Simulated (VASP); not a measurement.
**CdTe: electric field gradients with PBE**

Crystal: CdTe.

```
Cd Te
1.0
     3.06529   -3.09461    0.00000
     3.06529    3.09461    0.00000
     0.00000    0.00000    6.09065
Cd Te
2 2
Cartesian
  3.0653 1.3800 4.5680
  3.0653 -1.3800 1.5227
  3.0653 -1.6472 4.5680
  3.0653 1.6472 1.5227
```

Measurements of this composition are mostly on another form, of space group No. 216.

```json
{"Program": "VASP 6.6.1", "Task": "electric field gradients", "Functional": "PBE", "Potentials or basis": "VASP PAW PBE potentials, release 64 (Cd, Te)", "Cutoff": "520 eV", "k mesh": "9 × 9 × 6", "Occupations": "fermi-dirac, width 0.05 eV", "Spin": "no spin polarisation", "Dipole correction": "no", "Further INCAR settings": "ALGO = Fast; EDIFF = 1e-08; NBANDS = 26"}
```

| Item | Value |
| --- | --- |
| Pressure | -0.1 GPa |
| Largest force | 0.043 eV/Å |
| Band gap on the k mesh | none (metal or under the smearing width) |

Forces in eV/Å, atoms in the order of the input:
```
Cd   0.000  0.043  0.000
Cd   0.000 -0.043  0.000
Te   0.000  0.031  0.000
Te   0.000 -0.031  0.000
```

Stress tensor (GPa, compression positive):
```
-0.21  0.00  0.00
 0.00 -0.27  0.00
 0.00  0.00  0.15
```

Levels at points of the mesh, in eV from the Fermi level:
| k point | band 15 | band 16 | band 17 | band 18 | band 19 | band 20 | band 21 | band 22 |
| --- | --- | --- | --- | --- | --- | --- | --- | --- |
| (0.00, 0.00, 0.00) | -1.98 | -1.26 | -0.44 | -0.40 | -0.34 | 0.29 | 4.29 | 6.94 |
| (0.00, 0.00, 0.50) | -1.28 | -1.28 | -1.23 | -1.23 | 1.64 | 1.64 | 5.10 | 5.10 |

Electric field gradients, principal values (V/Å²):
| atom | Vxx | Vyy | Vzz |
| --- | --- | --- | --- |
| 1 Cd | -0.450 | -4.664 | 5.114 |
| 2 Cd | -0.450 | -4.664 | 5.114 |
| 3 Te | 1.888 | 6.912 | -8.800 |
| 4 Te | 1.888 | 6.912 | -8.800 |

It took 2.6 min on 1 thread of Intel(R) Xeon(R) Platinum 8488C (Sapphire Rapids) (shared host), peak memory 0.39 GiB.

The run has no spin-orbit coupling, so splittings on Te are missing.
